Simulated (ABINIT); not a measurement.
# Bi (Im-3m) in ABINIT: equation of state

How stiff is Bi in PBE, and what volume does it want? The cell is scaled to several volumes.

Program: ABINIT 10.8.3 (patched build). These are calculated values, not measurements. Logs are shortened: lines on timing, memory, paths and dates and some standing lists are left out, and cuts for length are marked. The log counts tension as positive stress, the text compression.

## 1. The structure

Symmetry: Im-3m, No. 229, cubic system. Conventional cell: a = 3.963 Å, b = 3.963 Å, c = 3.963 Å, α = 90.00°, β = 90.00°, γ = 90.00°. Bi (site symmetry m-3m) has 8 Bi at 3.43 Å as nearest neighbours.

This isn't the form of Bi at room conditions, which is rhombohedral.

## 2. Equation of state, PBE

Input file run.abi:

```
# Datasets: one volume each
ndtset 7
getwfk -1
scalecart1 3*0.9795861087
scalecart2 3*0.9864848297
scalecart3 3*0.9932883884
scalecart4 3*1.0000000000
scalecart5 3*1.0066227096
scalecart6 3*1.0131594038
scalecart7 3*1.0196128224

# Pseudopotentials
pp_dirpath "./"
pseudos "Bi.GGA_PBE-JTH.xml"

# Structure
acell 3*1.0 Angstrom
rprim
    -1.9814305318     1.9814305318     1.9814305318
     1.9814305318    -1.9814305318     1.9814305318
     1.9814305318     1.9814305318    -1.9814305318
ntypat 1
znucl 83
natom 1
typat 1
xred
     0.0000000000     0.0000000000     0.0000000000

# Plane-wave basis
ecut 598.650497 eV
pawecutdg 44.0

# k points
kptopt 1
ngkpt 9 9 9
nshiftk 1
shiftk 0.0 0.0 0.0

# Exchange and correlation
ixc 11

# Bands and occupations
nband 12
occopt 3
tsmear 0.00183747

# SCF cycle
nstep 100
tolvrs 1.0e-9

# Output
iomode 3
prtwf 1
prtden 0
prteig 0
prtebands 0
enunit 2
```

Potentials or basis: JTH PAW PBE v2.0.

Started as:

```bash
$ abinit run.abi > log 2>&1
```

run.abo:

```text
.Version 10.8.3 of ABINIT
 DATASET    1 : space group Im -3 m (#229); Bravais cI (body-center cubic)
================================================================================
 Values of the parameters that define the memory need for DATASET  1.
     intxc =       0    ionmov =       0      iscf =      17    lmnmax =      18
     lnmax =       6     mgfft =      30  mpssoang =       3    mqgrid =    3001
     natom =       1  nloc_mem =       2    nspden =       1   nspinor =       1
    nsppol =       1      nsym =      48    n1xccc =       1    ntypat =       1
    occopt =       3   xclevel =       2
       mpw =         981          nfft =       27000          nkpt =          35
 PAW method is used; the additional fine FFT grid is defined by:
   mgfftf=        40    nfftf =     64000
================================================================================
================================================================================
[... 71 lines left out ...]
 DATASET    7 : space group Im -3 m (#229); Bravais cI (body-center cubic)
================================================================================
 Values of the parameters that define the memory need for DATASET  7.
     intxc =       0    ionmov =       0      iscf =      17    lmnmax =      18
     lnmax =       6     mgfft =      30  mpssoang =       3    mqgrid =    3001
     natom =       1  nloc_mem =       2    nspden =       1   nspinor =       1
    nsppol =       1      nsym =      48    n1xccc =       1    ntypat =       1
    occopt =       3   xclevel =       2
       mpw =        1118          nfft =       27000          nkpt =          35
 PAW method is used; the additional fine FFT grid is defined by:
   mgfftf=        40    nfftf =     64000
================================================================================
================================================================================

--------------------------------------------------------------------------------
------------- Echo of variables that govern the present computation ------------
--------------------------------------------------------------------------------
 -outvars: echo values of preprocessed input variables --------
            acell      1.8897261259E+00  1.8897261259E+00  1.8897261259E+00 Bohr
              amu      2.08980370E+02
             ecut      2.20000000E+01 Hartree
           enunit           2
           getwfk          -1
              ixc          11
           jdtset        1    2    3    4    5    6    7
         kptrlatt        9    0    0      0    9    0      0    0    9
          kptrlen1     5.71772775E+01
          kptrlen2     5.75799477E+01
          kptrlen3     5.79770633E+01
          kptrlen4     5.83688121E+01
          kptrlen5     5.87553718E+01
          kptrlen6     5.91369109E+01
          kptrlen7     5.95135893E+01
            natom           1
            nband          12
           ndtset           7
            ngfft          30      30      30
          ngfftdg          40      40      40
             nkpt          35
            nstep         100
             nsym          48
           ntypat           1
           occopt           3
        pawecutdg      4.40000000E+01 Hartree
         pawxcdev           0
           prtden           0
        prtebands           0
           prteig           0
            rprim1    -1.9409818243E+00  1.9409818243E+00  1.9409818243E+00
                       1.9409818243E+00 -1.9409818243E+00  1.9409818243E+00
                       1.9409818243E+00  1.9409818243E+00 -1.9409818243E+00
            rprim2    -1.9546511607E+00  1.9546511607E+00  1.9546511607E+00
                       1.9546511607E+00 -1.9546511607E+00  1.9546511607E+00
                       1.9546511607E+00  1.9546511607E+00 -1.9546511607E+00
            rprim3    -1.9681319397E+00  1.9681319397E+00  1.9681319397E+00
                       1.9681319397E+00 -1.9681319397E+00  1.9681319397E+00
                       1.9681319397E+00  1.9681319397E+00 -1.9681319397E+00
            rprim4    -1.9814305318E+00  1.9814305318E+00  1.9814305318E+00
                       1.9814305318E+00 -1.9814305318E+00  1.9814305318E+00
                       1.9814305318E+00  1.9814305318E+00 -1.9814305318E+00
            rprim5    -1.9945529708E+00  1.9945529708E+00  1.9945529708E+00
                       1.9945529708E+00 -1.9945529708E+00  1.9945529708E+00
                       1.9945529708E+00  1.9945529708E+00 -1.9945529708E+00
            rprim6    -2.0075049763E+00  2.0075049763E+00  2.0075049763E+00
                       2.0075049763E+00 -2.0075049763E+00  2.0075049763E+00
                       2.0075049763E+00  2.0075049763E+00 -2.0075049763E+00
            rprim7    -2.0202919769E+00  2.0202919769E+00  2.0202919769E+00
                       2.0202919769E+00 -2.0202919769E+00  2.0202919769E+00
                       2.0202919769E+00  2.0202919769E+00 -2.0202919769E+00
          spgroup         229
           tolvrs      1.00000000E-09
           tsmear      1.83747000E-03 Hartree
            typat      1
           useylm           1
            znucl       83.00000

================================================================================

 chkinp: Checking input parameters for consistency, jdtset=   1.

 chkinp: Checking input parameters for consistency, jdtset=   2.
[... 35 lines left out ...]
 getcut: wavevector=  0.0000  0.0000  0.0000  ngfft=  30  30  30
         ecut(hartree)=     22.000   => boxcut(ratio)=   2.23647

 getcut : COMMENT -
  Note that boxcut > 2.2 ; recall that boxcut=Gcut(box)/Gcut(sphere) = 2
  is sufficient for exact treatment of convolution.
  Such a large boxcut is a waste : you could raise ecut
  e.g. ecut=   27.509984 Hartrees makes boxcut=2

 Fine grid specifications (used for densities):

 getcut: wavevector=  0.0000  0.0000  0.0000  ngfft=  40  40  40
         ecut(hartree)=     44.000   => boxcut(ratio)=   2.10989

--- Pseudopotential description ------------------------------------------------
- pspini: atom type   1  psp file is ./Bi.GGA_PBE-JTH.xml
 Pseudopotential format is: paw10
 basis_size (lnmax)=  6 (lmn_size= 18), orbitals=   0   0   1   1   2   2
 Spheres core radius: rc_sph= 2.41230754
 Shapefunction is BESSEL type: shapef(r,l)=aa(1,l)*jl(q(1,l)*r)+aa(2,l)*jl(q(2,l)*r)
 Radius for shape functions =  2.20555141
 Compensation charge density is not taken into account in XC energy/potential

   4.19464370E+02                                ecore*ucvol(ha*bohr**3)
--------------------------------------------------------------------------------

[... 173 lines left out ...]
 getcut: wavevector=  0.0000  0.0000  0.0000  ngfft=  30  30  30
         ecut(hartree)=     22.000   => boxcut(ratio)=   2.22083

 getcut : COMMENT -
  Note that boxcut > 2.2 ; recall that boxcut=Gcut(box)/Gcut(sphere) = 2
  is sufficient for exact treatment of convolution.
  Such a large boxcut is a waste : you could raise ecut
  e.g. ecut=   27.126562 Hartrees makes boxcut=2

 Fine grid specifications (used for densities):

 getcut: wavevector=  0.0000  0.0000  0.0000  ngfft=  40  40  40
         ecut(hartree)=     44.000   => boxcut(ratio)=   2.09513
--------------------------------------------------------------------------------
[... 173 lines left out ...]
 getcut: wavevector=  0.0000  0.0000  0.0000  ngfft=  30  30  30
         ecut(hartree)=     22.000   => boxcut(ratio)=   2.20562

 getcut : COMMENT -
  Note that boxcut > 2.2 ; recall that boxcut=Gcut(box)/Gcut(sphere) = 2
  is sufficient for exact treatment of convolution.
  Such a large boxcut is a waste : you could raise ecut
  e.g. ecut=   26.756226 Hartrees makes boxcut=2

 Fine grid specifications (used for densities):

 getcut: wavevector=  0.0000  0.0000  0.0000  ngfft=  40  40  40
         ecut(hartree)=     44.000   => boxcut(ratio)=   2.08078
--------------------------------------------------------------------------------
[... 866 lines left out ...]
-Cartesian components of stress tensor (GPa)         [Pressure= -2.0206E+00 GPa]
- sigma(1 1)=  2.02061006E+00  sigma(3 2)=  0.00000000E+00
- sigma(2 2)=  2.02061006E+00  sigma(3 1)=  0.00000000E+00
- sigma(3 3)=  2.02061006E+00  sigma(2 1)=  0.00000000E+00

== END DATASET(S) ==============================================================
================================================================================

 -outvars: echo values of variables after computation  --------
            acell      1.8897261259E+00  1.8897261259E+00  1.8897261259E+00 Bohr
           etotal1    -7.2148983529E+01
           etotal2    -7.2149574124E+01
           etotal3    -7.2149964586E+01
           etotal4    -7.2150173045E+01
           etotal5    -7.2150218533E+01
           etotal6    -7.2150119055E+01
           etotal7    -7.2149891466E+01
            fcart1    -0.0000000000E+00 -0.0000000000E+00 -0.0000000000E+00
            fcart2    -0.0000000000E+00 -0.0000000000E+00 -0.0000000000E+00
            fcart3    -0.0000000000E+00 -0.0000000000E+00 -0.0000000000E+00
            fcart4    -0.0000000000E+00 -0.0000000000E+00 -0.0000000000E+00
            fcart5    -0.0000000000E+00 -0.0000000000E+00 -0.0000000000E+00
            fcart6    -0.0000000000E+00 -0.0000000000E+00 -0.0000000000E+00
            fcart7    -0.0000000000E+00 -0.0000000000E+00 -0.0000000000E+00
            rprim1    -1.9409818243E+00  1.9409818243E+00  1.9409818243E+00
                       1.9409818243E+00 -1.9409818243E+00  1.9409818243E+00
                       1.9409818243E+00  1.9409818243E+00 -1.9409818243E+00
[... 17 lines left out ...]
                       2.0202919769E+00  2.0202919769E+00 -2.0202919769E+00
           strten1    -1.6538806619E-04 -1.6538806619E-04 -1.6538806619E-04
                       0.0000000000E+00  0.0000000000E+00  0.0000000000E+00
           strten2    -1.1558389188E-04 -1.1558389188E-04 -1.1558389188E-04
                       0.0000000000E+00  0.0000000000E+00  0.0000000000E+00
           strten3    -7.0096523265E-05 -7.0096523265E-05 -7.0096523265E-05
                       0.0000000000E+00  0.0000000000E+00  0.0000000000E+00
           strten4    -2.9080970897E-05 -2.9080970897E-05 -2.9080970897E-05
                       0.0000000000E+00  0.0000000000E+00  0.0000000000E+00
           strten5     7.5903064678E-06  7.5903064678E-06  7.5903064678E-06
                       0.0000000000E+00  0.0000000000E+00  0.0000000000E+00
           strten6     4.0014936760E-05  4.0014936760E-05  4.0014936760E-05
                       0.0000000000E+00  0.0000000000E+00  0.0000000000E+00
           strten7     6.8679139941E-05  6.8679139941E-05  6.8679139941E-05
                       0.0000000000E+00  0.0000000000E+00  0.0000000000E+00
 Calculation completed.
```

It took 79 s on 1 thread of Arm Neoverse V1, shared host; peak memory 0.14 GiB.

Results:

| Item | Value |
| --- | --- |
| Equilibrium volume | 31.62 Å³/atom |
| Bulk modulus | 53 GPa |
| Pressure derivative of the bulk modulus | 4.6 (rough: it moves with the points fitted) |

Energy against volume, from the lowest point:
| volume (Å³/atom) | energy (meV/atom) |
| --- | --- |
| 29.250 | 33.61 |
| 29.872 | 17.54 |
| 30.495 | 6.91 |
| 31.117 | 1.24 |
| 31.739 | 0.00 |
| 32.362 | 2.71 |
| 32.984 | 8.90 |

Caveat: pressures at fixed basis lie under the slope of the energies.
